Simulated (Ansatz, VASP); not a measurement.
## Two plane-wave programs on Nb

```xyz
1
Lattice="-1.6221 1.6221 1.6221 1.6221 -1.6221 1.6221 1.6221 1.6221 -1.6221" Properties=species:S:1:pos:R:3 pbc="T T T"
Nb    0.0000    0.0000    0.0000
```

The cell was built by a generator and needn't be a form met in nature.

Alike in both runs: task single point; functional r2SCAN; k mesh 8 × 8 × 8; occupations methfessel-paxton of order 1, width 0.025 eV; no spin polarisation.

|  | VASP | Ansatz |
| --- | --- | --- |
| version | VASP 6.6.1 | Ansatz 0.2.0 |
| potentials or method | VASP PAW PBE potentials, release 64 (Nb_sv) | PAW plane waves |
| plane-wave cutoff (eV) | 520 | 500 |
| valence electrons in the cell | 13 | 13 |

```csv
,VASP,Ansatz,Ansatz less VASP
gap on the k mesh at the Fermi level (eV),none,none,-
pressure (GPa),11.0,11.3,+0.27
```

A gap of «none» marks a metal or a gap that the smearing closes.

Caveats: the PAW data sets were made with another functional, which shifts forces and pressure a little (VASP).
